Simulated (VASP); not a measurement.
Input of a VASP 6.6.1 run:

The input POSCAR:

```
BaS
1.0
    0.0000000000      3.1912795500      3.1912795500
    3.1912795500      0.0000000000      3.1912795500
    3.1912795500      3.1912795500      0.0000000000
Ba S
1 1
Direct
    0.0000000000      0.0000000000      0.0000000000
    0.5000000000      0.5000000000      0.5000000000
```

File INCAR.step1:

```
SYSTEM = BaS
ALGO = Normal ; EDIFF = 1E-4
ENCUT = 520 ; GGA = PE
ISMEAR = -1 ; LASPH = .True.
LCHARG = .False. ; LREAL = .False.
LWAVE = .True. ; NBANDS = 15
NELM = 100 ; PREC = Accurate
SIGMA = 0.02
```

Contents of INCAR.step2:

```
SYSTEM = BaS
ALGO = Normal ; EDIFF = 1E-7
ENCUT = 520 ; ISIF = 2
ISMEAR = -1 ; ISTART = 1
LASPH = .True. ; LCHARG = .False.
LMIXTAU = .True. ; LREAL = .False.
LWAVE = .False. ; METAGGA = R2SCAN
NBANDS = 15 ; NELM = 100
PREC = Accurate ; SIGMA = 0.02
```

The input KPOINTS:

```
k-points
0
Gamma
  8 8 8
  0 0 0
```

Potentials or basis: VASP PAW PBE potentials, release 64 (Ba_sv, S).

Command:

```sh
$ cat potpaw_PBE.64/Ba_sv/POTCAR potpaw_PBE.64/S/POTCAR > POTCAR
$ cp INCAR.step1 INCAR
$ mpirun -np 1 vasp_std > vasp.out
$ cp INCAR.step2 INCAR
$ mpirun -np 1 vasp_std > vasp.out
```

Problem. What does it give for the pressure?

Solution. 1.5 GPa.

Problem. Estimate the band gap on the k mesh.

Solution. 2.46 eV, indirect (least direct gap 2.59 eV).

Caveat: the PAW data sets were made with another functional, which shifts forces and pressure a little; spin-orbit coupling is left out, which moves the levels of the heavy elements.

**Measured values to compare with.**

From a printed reference work, monograph, original work of 1988, for a bulk crystal of BaS at 2 K: band gap 3.806 eV (indirect).

Against the measured gap of BaS, 3.806 eV (indirect; 2 K; a printed reference work, monograph, original work of 1988), the calculated 2.46 eV is off by -1.35 eV. Spin-orbit coupling on Ba is left out. The value is that of r2SCAN on a finite k mesh, which can miss the band edges, without temperature or zero-point motion.
